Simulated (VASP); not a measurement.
A run of VASP 6.6.1 is set up as follows.

File run.py:

```python
from ase.calculators.vasp import Vasp
from ase.dft.bandgap import bandgap
from ase.spacegroup import crystal

atoms = crystal(
    ['Ca', 'O'],
    basis=[[0.0, 0.0, 0.0], [0.5, 0.0, 0.0]],
    spacegroup=225,
    setting=1,
    cellpar=[4.80711139, 4.80711139, 4.80711139, 90.0, 90.0, 90.0],
    primitive_cell=True,
)
calc = Vasp(
    directory='calc',
    xc='pbesol',
    pp='PBE',
    setups='minimal',
    prec='Accurate',
    encut=500,
    ediff=1e-07,
    ismear=0,
    sigma=0.05,
    lreal=False,
    lasph=True,
    nelm=100,
    algo='Fast',
    isif=2,
    lwave=False,
    lcharg=True,
    lelf=True,
    lvhar=True,
    kpts=[10, 10, 10],
    gamma=True,
)
atoms.calc = calc

print('energy (eV):', atoms.get_potential_energy())
print('free energy (eV):', atoms.get_potential_energy(force_consistent=True))
print('forces (eV/A):')
print(atoms.get_forces())
print('stress (eV/A^3, Voigt):', atoms.get_stress())
print('Fermi level (eV):', calc.get_fermi_level())
gap, top, bottom = bandgap(calc)
print('band gap (eV):', gap, 'from (spin, k, band)', top, 'to', bottom)
```

Potentials or basis: VASP PAW PBE potentials, release 64 (Ca_pv, O).

Run with:

```bash
$ python run.py
```

Question: What does it give for the band gap on the k mesh?

Answer: 3.54 eV, indirect (least direct gap 3.93 eV).

Question: Predict the pressure.

Answer: -2.9 GPa.

Caveat: the PAW data sets were made with another functional, which shifts forces and pressure a little. A k mesh can miss the band edges.
